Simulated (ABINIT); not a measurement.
Crystal: SrO.

```xyz
2
Lattice="0.0000 2.5663 2.5663 2.5663 0.0000 2.5663 2.5663 2.5663 0.0000" Properties=species:S:1:pos:R:3 pbc="T T T"
Sr    2.5663    2.5663    2.5663
O     0.0000    0.0000    0.0000
```

Base run:

- Program: ABINIT 10.8.3 (patched build)
- Functional: HCTH407
- Potentials or basis: JTH PAW PBE v2.0
- Cutoff: 626 eV
- k mesh: 9 × 9 × 9
- Occupations: fermi-dirac, width 0.05 eV
- Spin: spin-orbit coupling, no magnetisation

Its results: band gap on the k mesh 3.81 eV, indirect (least direct gap 3.88 eV); pressure 5.5 GPa.

Q: After a change of settings the same cell gave: band gap on the k mesh 3.44 eV, indirect (least direct gap 3.50 eV); pressure 5.3 GPa. Which change was it?
A. functional from HCTH407 to revPBE
B. functional from HCTH407 to RPBE; spin from spin-orbit coupling, no magnetisation to no spin polarisation
C. functional from HCTH407 to SOGGA

A: A.

Caveats: the PAW data sets were made with another functional, which shifts forces and pressure a little.

Runs at the PBE level aren't shown here.
